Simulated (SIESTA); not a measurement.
The system is Rh.

```
CELL_PARAMETERS angstrom
0.00000 1.89785 1.89785
1.89785 0.00000 1.89785
1.89785 1.89785 0.00000
ATOMIC_POSITIONS crystal
Rh 0.00000 0.00000 0.00000
```

Base run:

| Property | Result |
| --- | --- |
| Program | SIESTA 5.4.2 |
| Functional | PBEsol |
| Potentials or basis | PseudoDojo 0.4 standard (PBEsol files) |
| Basis | DZP (energy shift 0.003 Ry; two zetas on semicore shells) |
| Grid cutoff | 800 Ry |
| Energy shift | 0.003 Ry |
| k mesh | 12 × 12 × 12 |
| Occupations | fermi-dirac, width 0.05 eV |
| Spin | no spin polarisation |

Its results: band gap on the k mesh none (metal or under the smearing width); pressure 0.8 GPa.

Question: The run is repeated on the same cell with these changes: functional from PBEsol to BLYP; potentials or basis from PseudoDojo 0.4 standard (PBEsol files) to PseudoDojo 0.4 standard (PBE files). What comes out?

Answer: Band gap on the k mesh none (metal or under the smearing width); pressure 26.3 GPa.

Caveats: the basis of atomic orbitals isn't converged, which shifts pressures, moduli and gaps; so large a pressure means that the cell lies far from this level's equilibrium, or that cutoff or potentials fall short (some runs); the potentials were made for another functional, which shifts forces and pressure (some runs).
